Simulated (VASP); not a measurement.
# BeTe (F-43m) in VASP: a series of runs

Runs on BeTe. Level: PBE. Tasks: relaxation of cell and atoms.

Everything below comes from runs of VASP 6.6.1. Logs are shortened: lines on timing, memory, paths and dates and some standing lists are left out, and cuts for length are marked.

## 1. Starting point

Symmetry: F-43m, No. 216, cubic system. The conventional cell has a = 5.540 Å, b = 5.540 Å, c = 5.540 Å, α = 90.00°, β = 90.00°, γ = 90.00°. Be (site symmetry -43m) has 4 Te at 2.40 Å as nearest neighbours. Te (site symmetry -43m) has 4 Be at 2.40 Å as nearest neighbours.

## 2. Relaxation of cell and atoms, PBE

Contents of INCAR:

```
SYSTEM = BeTe
  PREC = Accurate
  ENCUT = 520
  EDIFF = 1E-6
  ISMEAR = 0
  SIGMA = 0.1
  LREAL = .FALSE.
  LASPH = .TRUE.
  NELM = 120
  ALGO = Normal
  ISIF = 3
  LWAVE = .FALSE.
  LCHARG = .FALSE.
  GGA = PE
  IBRION = 2
  NSW = 90
  EDIFFG = -0.01
```

Contents of KPOINTS:

```
regular mesh
0
G
  8 8 8
  0 0 0
```

Contents of POSCAR:

```
BeTe
1.0
    0.0000000000      2.7700000000      2.7700000000
    2.7700000000      0.0000000000      2.7700000000
    2.7700000000      2.7700000000      0.0000000000
Be Te
1 1
Direct
    0.0000000000      0.0000000000      0.0000000000
    0.7500000000      0.7500000000      0.7500000000
```

Potentials or basis: VASP PAW PBE potentials, release 64 (Be, Te).

Launch:

```console
cat potpaw_PBE.64/Be/POTCAR potpaw_PBE.64/Te/POTCAR > POTCAR
mpirun -np 1 vasp_std > vasp.out
```

OUTCAR:

```text
SYSTEM = BeTe
   PREC = Accurate
   ENCUT = 520
   EDIFF = 1E-6
   ISMEAR = 0
   LREAL = .FALSE.
   LASPH = .TRUE.
   NELM = 120
   ISIF = 3
   GGA = PE
   IBRION = 2
   NSW = 90
   EDIFFG = -0.01

 ion  position               nearest neighbor table
   1  0.000  0.000  0.000-   2 2.40   2 2.40   2 2.40   2 2.40
   2  0.750  0.750  0.750-   1 2.40   1 2.40   1 2.40   1 2.40

  LATTYP: Found a face centered cubic cell.
 ALAT       =     5.5400000000

  Lattice vectors:

 A1 = (   0.0000000000,   2.7700000000,   2.7700000000)
 A2 = (   2.7700000000,   0.0000000000,   2.7700000000)
 A3 = (   2.7700000000,   2.7700000000,   0.0000000000)

Analysis of symmetry for initial positions (statically):
=====================================================================
 Subroutine PRICEL returns:
 Original cell was already a primitive cell.

 Routine SETGRP: Setting up the symmetry group for a
 face centered cubic supercell.

 Subroutine GETGRP returns: Found 24 space group operations
 (whereof 24 operations were pure point group operations)
 out of a pool of 48 trial point group operations.

The static configuration has the point symmetry T_d .

Analysis of symmetry for dynamics (positions and initial velocities):
=====================================================================
 Subroutine PRICEL returns:
 Original cell was already a primitive cell.

 Routine SETGRP: Setting up the symmetry group for a
 face centered cubic supercell.

 Subroutine GETGRP returns: Found 24 space group operations
 (whereof 24 operations were pure point group operations)
 out of a pool of 48 trial point group operations.

The dynamic configuration has the point symmetry T_d .

 Subroutine INISYM returns: Found 24 space group operations
 (whereof 24 operations are pure point group operations),
 and found     1 'primitive' translations

----------------------------------------------------------------------------------------

                                     Primitive cell

  volume of cell :      42.5079

  direct lattice vectors                    reciprocal lattice vectors
     0.000000000  2.770000000  2.770000000    -0.180505415  0.180505415  0.180505415
     2.770000000  0.000000000  2.770000000     0.180505415 -0.180505415  0.180505415
     2.770000000  2.770000000  0.000000000     0.180505415  0.180505415 -0.180505415

  length of vectors
     3.917371568  3.917371568  3.917371568     0.312644550  0.312644550  0.312644550

  position of ions in fractional coordinates (direct lattice)
     0.000000000  0.000000000  0.000000000
     0.750000000  0.750000000  0.750000000

  ion indices of the primitive-cell ions
   primitive index   ion index
                 1           1
                 2           2

----------------------------------------------------------------------------------------

 KPOINTS: regular mesh

Automatic generation of k-mesh.
 Grid dimensions read from file:
 generate k-points for:    8    8    8

 Generating k-lattice:

  Cartesian coordinates                     Fractional coordinates (reciprocal lattice)
    -0.022563177  0.022563177  0.022563177     0.125000000  0.000000000  0.000000000
     0.022563177 -0.022563177  0.022563177     0.000000000  0.125000000  0.000000000
     0.022563177  0.022563177 -0.022563177     0.000000000  0.000000000  0.125000000

  Length of vectors
     0.039080569  0.039080569  0.039080569

  Shift w.r.t. Gamma in fractional coordinates (k-lattice)
     0.000000000  0.000000000  0.000000000

 Subroutine IBZKPT returns following result:
 ===========================================

 Found     29 irreducible k-points:

 Following reciprocal coordinates:
            Coordinates               Weight
  0.000000  0.000000  0.000000      1.000000
  0.125000  0.000000  0.000000      8.000000
  0.250000  0.000000  0.000000      8.000000
  0.375000  0.000000  0.000000      8.000000
  0.500000  0.000000  0.000000      4.000000
  0.125000  0.125000  0.000000      6.000000
[... 16 lines left out ...]
  0.500000  0.250000  0.125000     48.000000
 -0.375000  0.250000  0.125000     24.000000
 [... further k-points ...]
   k-points           NKPTS =     29   k-points in BZ     NKDIM =     29   number of bands    NBANDS=      8
   number of dos      NEDOS =    301   number of ions     NIONS =      2
   total plane-waves  NPLWV =  27000
   dimension x,y,z NGX =    30 NGY =   30 NGZ =   30
   dimension x,y,z NGXF=    60 NGYF=   60 NGZF=   60
   ions per type =               1   1
   NGX,Y,Z   is equivalent  to a cutoff of  12.73, 12.73, 12.73 a.u.
   NGXF,Y,Z  is equivalent  to a cutoff of  25.46, 25.46, 25.46 a.u.
 SYSTEM =  BeTe
   PREC   = accura    normal or accurate (medium, high low for compatibility)
   ISTART =      0    job   : 0-new  1-cont  2-samecut
   ICHARG =      2    charge: 1-file 2-atom 10-const
   ISPIN  =      1    spin polarized calculation?
   LNONCOLLINEAR =      F non collinear calculations
   LSORBIT =      F    spin-orbit coupling
   LASPH  =      T    aspherical Exc in radial PAW
   ENCUT  =  520.0 eV  38.22 Ry    6.18 a.u.   7.28  7.28  7.28*2*pi/ulx,y,z
   NELM   =    120;   NELMIN=  2; NELMDL= -5     # of ELM steps
   EDIFF  = 0.1E-05   stopping-criterion for ELM
   LREAL  =      F    real-space projection
   EDIFFG = -.1E-01   stopping-criterion for IOM
   NSW    =     90    number of steps for IOM
   IBRION =      2    ionic relax: 0-MD 1-quasi-New 2-CG
   NFREE  =      1    steps in history (QN), initial steepest desc. (CG)
   ISIF   =      3    stress and relaxation
   ISYM   =      2    0-nonsym 1-usesym 2-fastsym
   POTIM  = 0.5000    time-step for ionic-motion
   TEBEG  =    0.0;   TEEND  =   0.0 temperature during run
   PSTRESS=    0.0 pullay stress
   NELECT =       8.0000    total number of electrons
   NUPDOWN=      -1.0000    fix difference up-down
   EMIN   =  10.00;   EMAX   =-10.00  energy-range for DOS
   EFERMI =   0.00;   METHOD = LEGACY
   ISMEAR =     0;   SIGMA  =   0.10  broadening in eV -4-tet -1-fermi 0-gaus
   EFERMI_NEDOS =   21; number of points for ismear=-14 and -15
   IALGO  =     38    algorithm
   IMIX   =      4    mixing-type and parameters
     AMIX     =   0.40;   BMIX     =  1.00
     AMIX_MAG =   1.60;   BMIX_MAG =  1.00
  volume/ion in A,a.u.               =      21.25       143.43
  Fermi-wavevector in a.u.,A,eV,Ry     =   0.938170  1.772885 11.975354  0.880164
  Thomas-Fermi vector in A             =   2.065355
   LORBIT       =      0    0 simple, 1 ext, 2 COOP (PROOUT), +10 PAW based schemes
   GGA     = PE    functional components
   LHFCALC =     F    Hartree Fock is set to
   AEXX    =    0.0000 exact exchange contribution
   IVDW    =     0    specifies the selected vdW correction
   LEPSILON=     F    determine dielectric tensor
   LRPA    =     F    only Hartree local field effects (RPA)
 conjugate gradient relaxation of ions
 non-spin polarized calculation
 Gauss-broadening in eV      SIGMA  =   0.10
  energy-cutoff  :      520.00
  volume of cell :       42.51
 maximum number of plane-waves:      1162
 NGX is ok and might be reduce to    30
   NGX = 15   NGY = 15   NGZ = 15

--------------------------------------- Ionic step        1  -------------------------------------------

 number of electron       8.0000000 magnetization

 Free energy of the ion-electron system (eV)
  ---------------------------------------------------
  ext. energy  EPLUGINS =         0.00000000
  ---------------------------------------------------
  free energy    TOTEN  =        -7.58477386 eV

  energy without entropy =       -7.58477386  energy(sigma->0) =       -7.58477386

------------------------ aborting loop because EDIFF is reached ----------------------------------------

  FORCE on cell =-STRESS in cart. coord.  units (eV):
  Direction    XX          YY          ZZ          XY          YZ          ZX
  --------------------------------------------------------------------------------------
  -------------------------------------------------------------------------------------
  Total        1.1819429      1.1819429      1.1819429     -0.0000000      0.0000000     -0.0000000
  in kB       44.5489809     44.5489809     44.5489809     -0.0000000      0.0000000     -0.0000000
  external PRESSURE =      44.5489809 kB  Pullay stress =       0.0000000 kB

 VOLUME and BASIS-vectors are now :
 -----------------------------------------------------------------------------
  energy-cutoff  :      520.00
  volume of cell :       42.51
      direct lattice vectors                 reciprocal lattice vectors
     0.000000000  2.770000000  2.770000000    -0.180505415  0.180505415  0.180505415
     2.770000000  0.000000000  2.770000000     0.180505415 -0.180505415  0.180505415
     2.770000000  2.770000000  0.000000000     0.180505415  0.180505415 -0.180505415
[... 37 lines left out ...]
 POSITION                                       TOTAL-FORCE (eV/Angst)
 -----------------------------------------------------------------------------------
      5.69795      2.84897      2.84897        -0.000000     -0.000000     -0.000000
      4.27346      4.27346      4.27346         0.000000      0.000000      0.000000
 -----------------------------------------------------------------------------------
    total drift:                               -0.000000     -0.000000     -0.000000

  FREE ENERGIE OF THE ION-ELECTRON SYSTEM (eV)
  ---------------------------------------------------
  free  energy   TOTEN  =        -7.6224644453 eV

  energy  without entropy=       -7.6224644453  energy(sigma->0) =       -7.62246445

--------------------------------------- Ionic step        3  -------------------------------------------

 number of electron       8.0000001 magnetization

 Free energy of the ion-electron system (eV)
  ---------------------------------------------------
  ext. energy  EPLUGINS =         0.00000000
  ---------------------------------------------------
  free energy    TOTEN  =        -7.62441955 eV

  energy without entropy =       -7.62441955  energy(sigma->0) =       -7.62441955

 E-fermi :   5.3455     XC(G=0):  -8.9799

 val. band max:        4.8845393375   @ k =   0.0000   0.0000   0.0000
 cond. band min:       6.9045572555   @ k =   0.5000   0.5000   0.0000
 fundamental gap:      2.0200179180
 Fermi energy:         5.3455370649

 k-point     1 :       0.0000    0.0000    0.0000
  band No.  band energies     occupation
      1      -7.2879      2.00000
      2       4.8845      2.00000
      3       4.8845      2.00000
      4       4.8845      2.00000
      5       8.5097      0.00000
      6       8.5097      0.00000
      7       8.5097      0.00000
      8       8.5674      0.00000

 k-point     2 :       0.1250    0.0000    0.0000
  band No.  band energies     occupation
      1      -7.1444      2.00000
      2       3.5944      2.00000
      3       4.6575      2.00000
      4       4.6575      2.00000
      5       8.3885      0.00000
      6       8.8437      0.00000
      7       8.8437      0.00000
      8       9.8843      0.00000
[... 221 lines left out ...]
 k-point    23 :       0.5000    0.2500    0.1250
  band No.  band energies     occupation
      1      -5.9808      2.00000
      2       0.3525      2.00000
      3       2.1671      2.00000
      4       3.2503      2.00000
      5       8.9159      0.00000
      6       9.5509      0.00000
      7      10.7694      0.00000
      8      11.7528      0.00000

 k-point    24 :      -0.3750    0.2500    0.1250
  band No.  band energies     occupation
      1      -5.7592      2.00000
      2      -0.1250      2.00000
      3       2.0568      2.00000
      4       3.0345      2.00000
      5       9.0653      0.00000
      6       9.2740      0.00000
      7      11.4914      0.00000
      8      12.5732      0.00000

 [... further k-points ...]

------------------------ aborting loop because EDIFF is reached ----------------------------------------

  FORCE on cell =-STRESS in cart. coord.  units (eV):
  Direction    XX          YY          ZZ          XY          YZ          ZX
  --------------------------------------------------------------------------------------
  -------------------------------------------------------------------------------------
  Total        0.0014172      0.0014172      0.0014172      0.0000000      0.0000000     -0.0000000
  in kB        0.0498771      0.0498771      0.0498771      0.0000000      0.0000000     -0.0000000
  external PRESSURE =       0.0498771 kB  Pullay stress =       0.0000000 kB

 VOLUME and BASIS-vectors are now :
 -----------------------------------------------------------------------------
  energy-cutoff  :      520.00
  volume of cell :       45.52
      direct lattice vectors                 reciprocal lattice vectors
    -0.000000000  2.833992546  2.833992546    -0.176429540  0.176429540  0.176429540
     2.833992546  0.000000000  2.833992546     0.176429540 -0.176429540  0.176429540
     2.833992546  2.833992546 -0.000000000     0.176429540  0.176429540 -0.176429540

 POSITION                                       TOTAL-FORCE (eV/Angst)
 -----------------------------------------------------------------------------------
     -0.00000      0.00000      0.00000        -0.000000     -0.000000     -0.000000
      4.25099      4.25099      4.25099         0.000000      0.000000      0.000000
 -----------------------------------------------------------------------------------
    total drift:                               -0.000000     -0.000000     -0.000000

  FREE ENERGIE OF THE ION-ELECTRON SYSTEM (eV)
  ---------------------------------------------------
  free  energy   TOTEN  =        -7.6244195521 eV

  energy  without entropy=       -7.6244195521  energy(sigma->0) =       -7.62441955

 reached required accuracy - stopping structural energy minimisation
```

It took 14 s on 1 thread of Intel Xeon 6975P-C (Granite Rapids), shared host; peak memory 0.17 GiB.

Results:

- Free energy: -7.6244 eV
- Relaxed volume: 22.76 Å³/atom
- Relaxed cell: a = 4.008 Å, b = 4.008 Å, c = 4.008 Å, α = 60.00°, β = 60.00°, γ = 60.00°
- Space group after relaxing (to 0.05 Å): F-43m (No. 216)
- Energy gained by relaxing: 19.8 meV/atom
- Ionic steps: 3
- Pressure after relaxing: 0.0 GPa
- Band gap on the k mesh: 2.02 eV, indirect (least direct gap 3.63 eV)

The path:
| step | energy change (eV) | largest force (eV/Å) | pressure (GPa) | volume (Å³) |
| --- | --- | --- | --- | --- |
| 1 | 0.0000 | 0.0000 | 4.45 | 42.51 |
| 2 | -0.0377 | 0.0000 | -0.85 | 46.25 |
| 3 | -0.0396 | 0.0000 | 0.00 | 45.52 |

Final structure:
```
CELL_PARAMETERS angstrom
0.00000 2.83399 2.83399
2.83399 0.00000 2.83399
2.83399 2.83399 0.00000
ATOMIC_POSITIONS crystal
Be 0.00000 0.00000 0.00000
Te 0.75000 0.75000 0.75000
```

Levels at points of the mesh, in eV from the valence-band top:
```csv
k point,band 2,band 3,band 4,band 5,band 6,band 7
"(0.00, 0.00, 0.00)",0.00,0.00,0.00,3.63,3.63,3.63
"(0.50, 0.00, 0.00)",-5.42,-1.10,-1.10,3.03,4.60,4.60
"(0.50, 0.50, 0.00)",-5.01,-2.57,-2.57,2.02,2.69,9.58
```

Caveat: spin-orbit coupling is left out, which moves the levels of the heavy elements. Zero-point motion and thermal expansion aren't in these numbers.

## 3. Relaxation of cell and atoms, PBE

This run uses another cell than the first one, of 22.76 Å³/atom, 1.071 times its volume.

INCAR, as its differences from that of step 2:

```diff
@@ -3,3 +3,3 @@
   ENCUT = 520
-  EDIFF = 1E-6
+  EDIFF = 1E-7
   ISMEAR = 0
@@ -15,3 +15,4 @@
   IBRION = 2
-  NSW = 90
-  EDIFFG = -0.01
+  NSW = 60
+  EDIFFG = -0.005
+  POTIM = 0.3
```

KPOINTS is that of step 2.

Contents of POSCAR:

```
BeTe                                    
1.0
   -0.0000000000      2.8339925460      2.8339925460
    2.8339925460      0.0000000000      2.8339925460
    2.8339925460      2.8339925460     -0.0000000000
  Be              Te            
     1     1
Direct
     0.0000000000000000    0.0000000000000000    0.0000000000000000
     0.7500000000000000    0.7500000000000000    0.7500000000000000
```

Potentials or basis: VASP PAW PBE potentials, release 64 (Be, Te).

Launch:

```console
cat potpaw_PBE.64/Be/POTCAR potpaw_PBE.64/Te/POTCAR > POTCAR
mpirun -np 1 vasp_std > vasp.out
```

Wall time 7 s (1 thread of Intel Xeon 6975P-C (Granite Rapids), shared host); peak memory 0.16 GiB.

The run converged. Its results:

| Quantity | Value |
| --- | --- |
| Free energy | -7.6245 eV |
| Pressure after relaxing | 0.0 GPa |
| Band gap on the k mesh | 2.02 eV, indirect (least direct gap 3.63 eV) |

Final structure:
```xyz
2
Lattice="0.0000 2.8340 2.8340 2.8340 0.0000 2.8340 2.8340 2.8340 0.0000" Properties=species:S:1:pos:R:3 pbc="T T T"
Be    0.0000    0.0000    0.0000
Te    4.2510    4.2510    4.2510
```

Levels at points of the mesh, in eV from the valence-band top:
```tsv
k point	band 1	band 2	band 3	band 4	band 5	band 6	band 7	band 8
(0.00, 0.00, 0.00)	-12.17	0.00	0.00	0.00	3.63	3.63	3.63	3.68
(0.50, 0.00, 0.00)	-10.88	-5.42	-1.10	-1.10	3.03	4.60	4.60	7.82
(0.50, 0.50, 0.00)	-10.40	-5.01	-2.57	-2.57	2.02	2.69	9.58	9.58
```

Caveat: the relaxation stopped at its first step, so nothing moved; spin-orbit coupling is left out, which moves the levels of the heavy elements.
